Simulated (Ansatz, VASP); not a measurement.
## KBr: VASP beside Ansatz

```xyz
2
Lattice="3.9763 0.0000 0.0000 0.0000 3.9763 0.0000 0.0000 0.0000 4.1708" Properties=species:S:1:pos:R:3 pbc="T T T"
K     0.0000    0.0000    0.0000
Br    1.9882    1.9882    2.0854
```

Change from the starting cell: uniaxial_z strain +4.9%.

Alike in both runs: task single point; functional r2SCAN; k mesh 6 × 6 × 6; no spin polarisation.

|  | VASP | Ansatz |
| --- | --- | --- |
| version | VASP 6.6.1 | Ansatz 0.2.0 |
| potentials or method | VASP PAW PBE potentials, release 64 (K_sv, Br) | plane waves, PAW |
| plane-wave cutoff (eV) | 520 | 500 |
| occupations | gaussian, width 0.01 eV | fixed |
| valence electrons in the cell | 16 | 16 |

```csv
,VASP,Ansatz,Ansatz less VASP
gap on the k mesh at the Fermi level (eV),4.49,4.49,-0.003
pressure (GPa),-0.8,-0.8,0.00
largest component of the traceless stress (GPa),1.19,1.19,-0.001
```

Caveats: the PAW data sets were made with another functional, which shifts forces and pressure a little (VASP). A k mesh can miss the band edges.
